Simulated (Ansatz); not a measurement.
Crystal: HgTe.

```xyz
2
Lattice="-3.0456 3.0456 1.5594 3.0456 -3.0456 1.5594 3.0456 3.0456 -1.5594" Properties=species:S:1:pos:R:3 pbc="T T T"
Hg    0.0000    3.0456    0.7797
Te    0.0000    0.0000    0.0000
```

Measurements of this composition are mostly on another form, of space group No. 216.

| Property | Result |
| --- | --- |
| Program | Ansatz 0.2.0 |
| Task | relaxation of cell and atoms |
| Functional | PBEsol |
| Dispersion | D4 |
| Potentials or basis | all-electron LAPW, scalar-relativistic |
| Basis error allowed | 0.001 eV/atom |
| k mesh | 10 × 10 × 10 |
| Occupations | fermi-dirac, width 0.05 eV |
| Spin | no spin polarisation |

At the start: volume 28.93 Å³/atom.

Question: How do energy, volume and symmetry change on relaxing?

Answer: Over 6 steps the energy falls by 80.1 meV/atom and the volume is 25.85 Å³/atom (-10.7 %); space group I-4m2 (No. 119, to 0.05 Å).

Step by step:
| step | energy change (eV) | largest force (eV/Å) | volume (Å³) |
| --- | --- | --- | --- |
| 1 | 0.0000 | 0.0000 | 57.86 |
| 2 | -0.1447 | 0.0000 | 51.74 |
| 3 | -0.1546 | 0.0000 | 50.66 |
| 4 | -0.1600 | 0.0000 | 51.79 |
| 5 | -0.1601 | 0.0000 | 51.69 |
| 6 | -0.1601 | 0.0000 | 51.69 |

Final structure:
```
Hg Te
1.0
    -2.85896    2.85896    1.58103
     2.85896   -2.85896    1.58103
     2.85896    2.85896   -1.58103
Hg Te
1 1
Cartesian
  0.0000 2.8590 0.7905
  0.0000 0.0000 0.0000
```
